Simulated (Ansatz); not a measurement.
# Gap against volume in glassy 73SiO2-11CaO-11MgO-5SnO2 (mol %) (122 atoms)

Density of this cell: 2.88 g/cm³. The cell holds 122 atoms: 32 Si, 5 Ca, 5 Mg, 2 Sn and 78 O. Cell: a = 11.917 Å, b = 11.506 Å, c = 11.398 Å, α = 89.7°, β = 90.0°, γ = 91.1°. The starting structure: 122 atoms (32 Si, 5 Ca, 5 Mg, 2 Sn, 78 O) placed at random at 2.56 g/cm³, melted at 4000 K for 10 ps at fixed volume with the Morse and Coulomb pair potential with partial charges (Pedone, Malavasi, Menziani, Cormack and Segre, J. Phys. Chem. B 110, 11780 (2006)). Quenched from 4000 K to 300 K at 50 K/ps and fixed volume, held 10 ps at zero pressure.

Calculated with Ansatz 0.2.0: Kohn-Sham DFT, LDA, PAW (set soft_2), plane waves; cutoff 420 eV, Γ point, gaussian smearing of 0.025 eV. The relaxed cell was scaled evenly and the atoms were relaxed at each volume. The gap is that between the highest filled and the lowest empty Kohn-Sham level on the run's k-points.

| volume (Å³/atom) | gap (eV) |
| --- | --- |
| 11.528 | 4.080 |
| 12.040 | ? |
| 12.424 | 3.978 |
| 12.808 | 3.871 |
| 13.193 | 3.784 |
| 13.577 | 3.736 |

Task: Fit a straight line in ln V to the rows given and interpolate to the withheld row.

Worked fit:

A volume deformation potential makes the spacing linear in u = ln(V/V0), with V0 = 12.808 Å³ the relaxed volume; v is the spacing.

| u = ln(V/V0) | v (eV) |
| --- | --- |
| -0.105361 | 4.0799 |
| -0.0304588 | 3.9784 |
| 0 | 3.871 |
| 0.0295589 | 3.7841 |
| 0.0582693 | 3.7362 |

With n = 5: mean u = -0.00959837, mean v = 3.88992, Σ(u − ū)² = 0.015837, Σ(u − ū)(v − v̄) = -0.034797. Slope b = -0.034797 / 0.015837 = -2.1972; intercept a = v̄ − b ū = 3.8688.

At the withheld volume u = -0.06188, and v = a + b u.

Prediction at 12.040: 4.005 eV. The run gave 4.033 eV, so the fit is low by 0.029 eV (0.71 % of the value).

The slope, -2.20 eV, says that the spacing narrows on expansion. Among the rows given, the largest miss of the fit is at 12.424, by 0.043 eV (12 % of the range of the table).

Limits: The table spans 16 % in volume, wide for a linear law. Local or semilocal functionals tend to put gaps under measured ones. Only the Γ point is sampled. Atoms move by up to 0.7 Å in these relaxations, so the structure changes along the series. Defect or tail levels can set the spacing of a disordered cell.

[Hosts, paths, dates, database ids (printed as entryN), source tags and the programs' standing remarks are cut or masked in the printed files.]
